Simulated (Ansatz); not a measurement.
**How much does Os in Ru(0001), 2x2 scatter?**

Aim: the resistance that Os in Ru(0001), 2x2 adds to the host.

Calculated with Ansatz 0.2.0; Ansatz plane-wave DFT, PBE, PAW files; ballistic transport by layer matching (Landauer), zero bias; PAW set soft_1, in the first sound run; inputs show where later runs differ.

This is a report of a sequence of runs, with most program output left out.

### 1. Starting point

The cell holds 64 atoms: 63 Ru and 1 Os. Cell: a = 5.412 Å, b = 5.412 Å, c = 34.255 Å, α = 90.0°, β = 90.0°, γ = 120.0°. It derives from Ru. Regions: lead, 40 atoms (40 Ru); scattering region, 24 atoms (23 Ru and 1 Os). The structure is stacked along c, and the current runs across the ab planes.

### 2. Transmission at ideal sites

The defect sits in one plane of the supercell, all atoms on ideal sites; the layers about the cell's end are the lead. The mesh across the current, 12×12, is finer than the density's, because channels open and close sharply across the zone. Energies from -0.1 to 0.1 eV in steps of 0.05 eV are too few for the program's thermal sum, so it prints no conductance; for a metal the transmission near the Fermi level serves, at a fraction of the cost.

Contents of input.yaml:

```yaml
crystal:
  lattice:
    - [5.4116, 0.0, 0.0]
    - [-2.7058, 4.6865830751, 0.0]
    - [0.0, 0.0, 34.2552]
  atoms:
    - { symbol: Ru, position: [0.1666666667, 0.3333333333, 0.03125] }
    - { symbol: Ru, position: [0.1666666667, 0.8333333333, 0.03125] }
    - { symbol: Ru, position: [0.6666666667, 0.3333333333, 0.03125] }
    - { symbol: Ru, position: [0.6666666667, 0.8333333333, 0.03125] }
    - { symbol: Ru, position: [0.3333333333, 0.1666666667, 0.09375] }
    - { symbol: Ru, position: [0.3333333333, 0.6666666667, 0.09375] }
    - { symbol: Ru, position: [0.8333333333, 0.1666666667, 0.09375] }
    - { symbol: Ru, position: [0.8333333333, 0.6666666667, 0.09375] }
[... 52 atom lines left out ...]
    - { symbol: Ru, position: [0.3333333333, 0.1666666667, 0.96875] }
    - { symbol: Ru, position: [0.3333333333, 0.6666666667, 0.96875] }
    - { symbol: Ru, position: [0.8333333333, 0.1666666667, 0.96875] }
    - { symbol: Ru, position: [0.8333333333, 0.6666666667, 0.96875] }
kpoints:
  mp_grid: { grid: [5, 5, 1] }
hamiltonian:
  xc: pbe
  pseudopotentials: { kind: paw, azcp: { folder: soft_1 } }
scf:
  occupations: { method: fermi_dirac, width: 0.1 }
output:
  transmission: { leads: [[0, 8]], kmesh: [12, 12], e_range: [-0.1, 0.1], de: 0.05 }
  write_potential: true
  write_density: true
  volumetric_format: npy
  elf: true
```

Run with:

```sh
$ ansatz run input.yaml --threads 4 --pin off --max-ram 15360MiB --backend cpu --events-out ev --progress --plain --runs-dir out
```

It took 7.8 min on 4 threads of Arm Neoverse V1, shared host; peak memory 8.2 GiB; 27 min of CPU time.

This step gave:

```yaml
free_energy: -381746.4471 eV
energy_at_zero_smearing: -381745.4034 eV
fermi_energy: 23.42 eV
cell_area: 25.36 Å²
transmission_per_spin_nearest_the_fermi_level: 5.778
open_channels_per_spin_nearest_the_fermi_level: 5.931
step_of_the_lead_s_potential: 0.3 meV
```

Per spin. Table of transmission, zone mean by energy, zero at the Fermi level:

| energy (eV) | transmission, zone mean |
| --- | --- |
| -0.1000 | 5.57 |
| -0.0500 | 5.90 |
| 0.0000 | 5.78 |
| 0.0500 | 5.65 |
| 0.1000 | 5.11 |

Per spin. Open channels, zone mean, lead against energy, zero at the Fermi level:

| energy (eV) | open channels, zone mean, lead |
| --- | --- |
| -0.1000 | 5.64 |
| -0.0500 | 6.01 |
| 0.0000 | 5.93 |
| 0.0500 | 5.81 |
| 0.1000 | 5.22 |

Transmission over k1 and k2. At 0.0000 eV from the Fermi level.

Values, 12 rows by 12 columns:
```
 5.9  6.9  4.7  3.6  3.6  4.7  6.9  5.9  6.8  4.9  4.9  6.8
 4.0  4.7  5.0  5.0  5.0  5.0  5.0  4.7  4.0  4.9  4.0  4.9
 3.0  3.6  5.0  6.9  6.9  6.9  6.9  5.0  3.6  3.0  4.9  4.9
 4.0  3.6  5.0  6.9  7.0 10.2  7.0  6.9  5.0  3.6  4.0  6.8
 5.9  4.7  5.0  6.9 10.2 11.9 11.9 10.2  6.9  5.0  4.7  5.9
 5.9  6.9  5.0  6.9  7.0 11.9 11.9 11.9  7.0  6.9  5.0  6.9
 5.9  5.9  4.7  5.0  6.9 10.2 11.9 11.9 10.2  6.9  5.0  4.7
 4.0  6.8  4.0  3.6  5.0  6.9  7.0 10.2  7.0  6.9  5.0  3.6
 3.0  4.9  4.9  3.0  3.6  5.0  6.9  6.9  6.9  6.9  5.0  3.6
 4.0  4.9  4.0  4.9  4.0  4.7  5.0  5.0  5.0  5.0  5.0  4.7
 5.9  6.8  4.9  4.9  6.8  5.9  6.9  4.7  3.6  3.6  4.7  6.9
 5.9  5.9  4.0  3.0  4.0  5.9  5.9  5.9  4.0  3.0  4.0  5.9
```
Columns: k1 (b1) from -0.5 to 0.417; rows upwards: k2 (b2) from -0.5 to 0.417.

Open channels over k1 and k2. At 0.0000 eV from the Fermi level.

Values, 12 rows by 12 columns:
```
 6.0  7.0  5.0  4.0  4.0  5.0  7.0  6.0  7.0  5.0  5.0  7.0
 4.0  5.0  5.0  5.0  5.0  5.0  5.0  5.0  4.0  5.0  4.0  5.0
 3.0  4.0  5.0  7.0  7.0  7.0  7.0  5.0  4.0  3.0  5.0  5.0
 4.0  4.0  5.0  7.0  7.0 11.0  7.0  7.0  5.0  4.0  4.0  7.0
 6.0  5.0  5.0  7.0 11.0 12.0 12.0 11.0  7.0  5.0  5.0  6.0
 6.0  7.0  5.0  7.0  7.0 12.0 12.0 12.0  7.0  7.0  5.0  7.0
 6.0  6.0  5.0  5.0  7.0 11.0 12.0 12.0 11.0  7.0  5.0  5.0
 4.0  7.0  4.0  4.0  5.0  7.0  7.0 11.0  7.0  7.0  5.0  4.0
 3.0  5.0  5.0  3.0  4.0  5.0  7.0  7.0  7.0  7.0  5.0  4.0
 4.0  5.0  4.0  5.0  4.0  5.0  5.0  5.0  5.0  5.0  5.0  5.0
 6.0  7.0  5.0  5.0  7.0  6.0  7.0  5.0  4.0  4.0  5.0  7.0
 6.0  6.0  4.0  3.0  4.0  6.0  6.0  6.0  4.0  3.0  4.0  6.0
```
Columns: k1 (b1) from -0.5 to 0.417; rows upwards: k2 (b2) from -0.5 to 0.417.

ELF in the ca plane at fractional y = 0.333, with atoms of Ru and Os within 0.2 Å of it. It is the smooth field of the valence electrons, not physical close to the nuclei.

Ten even steps from '0' (0.23) to '9' (0.60), each cell a mean:
```
11111015410111111025301222221045201111110145
01101014410101011025300111110035201101010144
25631101101136521111111146411111111256311011
79982110011299961110111599941210111799821100
88893021120397971121220697950221211887930211
79982110011289961110011499941100111699821100
14420101101025411102101035301012011145201011
11111015410111111025300111110045201111110145
01101014410101011025301222221035201101010144
25631101101136521111112256422111111256311011
79982110011299961110122599952200111799821100
88893021120397981121221695961221211887930211
79982110011289961110022499942200111699821100
14420101101025411102112245322111011145201011
```
Columns run along c (16.0 Å, from fractional 0.27 to 0.73 of the cell), rows up along a (5.4 Å). Atoms in or near the plane, at fractional coordinates: Ru at (0.28, 0.17), Ru at (0.28, 0.67), Ru at (0.41, 0.17), Ru at (0.41, 0.67), Os at (0.53, 0.17), Ru at (0.53, 0.67), Ru at (0.66, 0.17), Ru at (0.66, 0.67).

Valence density in the ca plane at fractional y = 0.333, with atoms of Ru and Os within 0.2 Å of it. It is the smooth field of the valence electrons, not physical close to the nuclei.

Ten even steps from '0' (0 e/Å³) to '9' (11 e/Å³), each cell a mean:
```
00000001100000000001000000000001000000000011
00000001100000000001000000000001000000000011
01100000000001100000000012100000000011000000
26630000000037520000000157410000000266300000
38941000000159830000000279620000000389510000
25520000000036510000000146410000000256300000
01100000000001100000000001000000000011000000
00000001100000000001000000000001000000000011
00000001100000000001000000000001000000000011
01100000000001100000000012100000000011000000
26630000000037520000000146410000000266300000
38941000000159830000000257510000000389510000
25520000000036510000000145310000000256300000
01100000000001100000000001000000000011000000
```
Columns run along c (16.0 Å, from fractional 0.27 to 0.73 of the cell), rows up along a (5.4 Å). Atoms in or near the plane, at fractional coordinates: Ru at (0.28, 0.17), Ru at (0.28, 0.67), Ru at (0.41, 0.17), Ru at (0.41, 0.67), Os at (0.53, 0.17), Ru at (0.53, 0.67), Ru at (0.66, 0.17), Ru at (0.66, 0.67).

Electrostatic potential energy in the ca plane at fractional y = 0.333, with atoms of Ru and Os within 0.2 Å of it. With pseudopotentials it is smooth inside the atoms' cores, unlike the true potential.

Ten even steps from '0' (-70 eV) to '9' (24 eV), each cell a mean:
```
99999986689999999976799999999876799999999866
99999986689999999976799999999876899999999866
86579998899975689998899865689988999865799988
41038999999730158999999620269999998410389999
30027999999610038999999500059999998300279999
51148999999831259999999621279999998511489999
86689998899986789998899976799988999866899988
99999986689999999976799999999876799999999866
99999986689999999976799999999876899999999866
86579998899975689998899865689988999865799988
41038999999730158999999621369999998410389999
30027999999610038999998510259999998300279999
51148999999831259999999632369999998511489999
86689998899986789998899876789988999866899988
```
Columns run along c (16.0 Å, from fractional 0.27 to 0.73 of the cell; values clipped at the 3rd and 97th percentile), rows up along a (5.4 Å). Atoms in or near the plane, at fractional coordinates: Ru at (0.28, 0.17), Ru at (0.28, 0.67), Ru at (0.41, 0.17), Ru at (0.41, 0.67), Os at (0.53, 0.17), Ru at (0.53, 0.67), Ru at (0.66, 0.17), Ru at (0.66, 0.67).

Over the solved energies the transmission per spin lies between 5.11 and 5.90, out of 5.72 channels of the lead on average (up to 6.01).

### 3. Resistance at ideal sites

This step: Ansatz plane-wave DFT, PBE, PAW files; ballistic transport by layer matching (Landauer), zero bias; area resistance of the defect plane and resistivity an atomic per cent; PAW set soft_1 (Ansatz 0.2.0).

This step gave:

| Quantity | Value |
| --- | --- |
| area resistance | 0.01347 fΩ m² |
| T over the leads' mean channel count | 0.9762 |
| resistivity per at.% scaled from this dense plane, with the factor 3/4 for isotropic scattering | 0.1887 µΩ cm |

Averaged over the energies near the Fermi level, 97.6 % of the channels pass, which makes 0.0135 fΩ m².

By hand, with T and the leads' channels N averaged over the energies near the Fermi level: RA = A (h/2e²)(1/T − 1/N) = 25.36×10⁻²⁰ m² × 12 906 Ω × (1/5.776 − 1/5.917) = 0.0135 fΩ m². Per atomic per cent: RA × A / V_atom × 0.01 × 3/4 = 0.189 µΩ cm, with the host's V_atom = 13.57 Å³.

### 4. Relaxing the neighbours

The neighbours of the defect are let go while the lead's layers stay on their sites, since a lead must repeat to 0.01 Å.

This step: Ansatz plane-wave DFT, PBE, PAW files; relaxation with the lead's layers held; PAW set soft_1 (Ansatz 0.2.0).

input.yaml, as its differences from that of step 2:

```diff
@@ -77,7 +77,6 @@
   occupations: { method: fermi_dirac, width: 0.1 }
-output:
-  transmission: { leads: [[0, 8]], kmesh: [12, 12], e_range: [-0.1, 0.1], de: 0.05 }
-  write_potential: true
-  write_density: true
-  volumetric_format: npy
-  elf: true
+relax:
+  f_tol: 0.03
+  max_steps: 40
+  constraints:
+    - { sites: [0, 1, 2, 3, 4, 5, 6, 7, 8, 9, 10, 11, 12, 13, 14, 15, 16, 17, 18, 19, 44, 45, 46, 47, 48, 49, 50, 51, 52, 53, 54, 55, 56, 57, 58, 59, 60, 61, 62, 63] }
```

It took 5.2 min on 4 threads; peak memory 8.3 GiB.

Relaxation path:

| step | energy less that of the first step (eV) | largest force component (eV/Å) |
| --- | --- | --- |
| 1 | 0.0000 | 0.1083 |
| 2 | -0.0022 | 0.0208 |

The atoms that moved most (Å):

| atom | dx | dy | dz | length |
| --- | --- | --- | --- | --- |
| Ru32 | 0.000 | 0.000 | -0.014 | 0.014 |
| Ru40 | 0.000 | 0.000 | 0.010 | 0.010 |
| Ru27 | 0.000 | 0.001 | -0.008 | 0.008 |
| Ru26 | -0.001 | -0.001 | -0.008 | 0.008 |
| Ru28 | 0.001 | -0.001 | -0.008 | 0.008 |
| Ru24 | 0.000 | 0.000 | -0.005 | 0.005 |
| Ru35 | 0.000 | 0.005 | -0.002 | 0.005 |
| Ru34 | -0.004 | -0.002 | -0.002 | 0.005 |

This step gave:

* free energy: -381746.4495 eV
* energy at zero smearing: -381745.4061 eV

The largest force component on a free atom ends at 0.021 eV/Å, under the tolerance of 0.03, after 2 steps.

### 5. Transmission after relaxation, relaxed yes

The transmission is solved again on the relaxed atoms.

This step: Ansatz plane-wave DFT, PBE, PAW files; ballistic transport by layer matching (Landauer), zero bias; PAW set soft_1 (Ansatz 0.2.0).

Contents of input.yaml:

```yaml
crystal:
  lattice:
    - [5.4116, 0.0, 0.0]
    - [-2.7058, 4.6865830751, 0.0]
    - [0.0, 0.0, 34.2552]
  atoms:
    - { symbol: Ru, position: [0.1666666667, 0.3333333333, 0.03125] }
    - { symbol: Ru, position: [0.1666666667, 0.8333333333, 0.03125] }
    - { symbol: Ru, position: [0.6666666667, 0.3333333333, 0.03125] }
    - { symbol: Ru, position: [0.6666666667, 0.8333333333, 0.03125] }
    - { symbol: Ru, position: [0.3333333333, 0.1666666667, 0.09375] }
    - { symbol: Ru, position: [0.3333333333, 0.6666666667, 0.09375] }
    - { symbol: Ru, position: [0.8333333333, 0.1666666667, 0.09375] }
    - { symbol: Ru, position: [0.8333333333, 0.6666666667, 0.09375] }
[... 52 atom lines left out ...]
    - { symbol: Ru, position: [0.3333333333, 0.1666666667, 0.96875] }
    - { symbol: Ru, position: [0.3333333333, 0.6666666667, 0.96875] }
    - { symbol: Ru, position: [0.8333333333, 0.1666666667, 0.96875] }
    - { symbol: Ru, position: [0.8333333333, 0.6666666667, 0.96875] }
kpoints:
  mp_grid: { grid: [5, 5, 1] }
hamiltonian:
  xc: pbe
  pseudopotentials: { kind: paw, azcp: { folder: soft_1 } }
scf:
  occupations: { method: fermi_dirac, width: 0.1 }
output:
  transmission:
    leads: [[0, 8]]
    kmesh: [10, 10]
    e_range: [-0.05, 0.05]
    de: 0.05
  write_potential: true
  write_density: true
  volumetric_format: npy
```

It took 5.6 min on 4 threads; peak memory 8.2 GiB.

Numbers from this step:

| Item | Value |
| --- | --- |
| free energy | -381746.4493 eV |
| energy at zero smearing | -381745.4058 eV |
| transmission per spin nearest the Fermi level | 5.216 |
| open channels per spin nearest the Fermi level | 5.28 |
| step of the lead's potential | 0.4 meV |

Per spin. Transmission, zone mean against energy, zero at the Fermi level:

| energy (eV) | transmission, zone mean |
| --- | --- |
| -0.0500 | 5.11 |
| 0.0000 | 5.22 |
| 0.0500 | 5.83 |

Transmission over k1 and k2. At 0.0000 eV from the Fermi level.

Ten even steps from '0' (2.0) to '9' (11.9):
```
1322231000
1232232100
1224642210
1226996221
3334999433
1122699622
1012246422
1001232232
1000132223
3111131111
```
Columns: k1 (b1) from -0.5 to 0.4; rows upwards: k2 (b2) from -0.5 to 0.4.

Over the solved energies the transmission per spin lies between 5.11 and 5.83, out of 5.5 channels of the lead on average (up to 6.06).

### 6. Resistance after relaxation

This step: Ansatz plane-wave DFT, PBE, PAW files; ballistic transport by layer matching (Landauer), zero bias; area resistance of the defect plane and resistivity an atomic per cent; PAW set soft_1 (Ansatz 0.2.0).

This step gave:

```
area resistance                                                                                 : 0.01252 fΩ m²
T over the leads' mean channel count                                                            : 0.9794
resistivity per at.% scaled from this dense plane, with the factor 3/4 for isotropic scattering : 0.1755 µΩ cm
```

Averaged over the energies near the Fermi level, 97.9 % of the channels pass, which makes 0.0125 fΩ m², against 0.0135 on ideal sites.

### 7. Summary of results

| Property | Result |
| --- | --- |
| share of channels that pass, rigid | 0.976 |
| area resistance, rigid | 0.0135 fΩ m² |
| resistivity per at.% from the area resistance, times 3/4, rigid | 0.189 µΩ cm |
| share of channels that pass, relaxed | 0.979 |
| area resistance, relaxed | 0.0125 fΩ m² |
| resistivity per at.% from the area resistance, times 3/4, relaxed | 0.175 µΩ cm |

The plane of defects adds 0.013 fΩ m². Scaled to one atomic per cent that is 0.23 µΩ cm as it stands and 0.18 with the factor 3/4 for isotropic scattering on a spherical Fermi surface. These are rough estimates of the dilute value, not bounds. One Os in each 2x2 cell reflects 2.1 % of the lead's channels. The relaxed cell differs by -7.0 % in resistance; between the two runs the lead's own channel count goes from 5.92 to 5.5, so sampling may have a part in it. The defects form a dense periodic sheet that scatters coherently, unlike a dilute random alloy. T and N are means over the solved energies nearest the Fermi level. Spin-orbit coupling is left out, which matters for Os.

[Logs are printed without paths, hosts, clocks, repeated set-up lines and the standing remarks that a program may print on its own settings, such as how far it seeks lower states.]

[Hosts, paths, dates, database ids (printed as entryN), source tags and the programs' standing remarks are cut or masked in the printed files.]
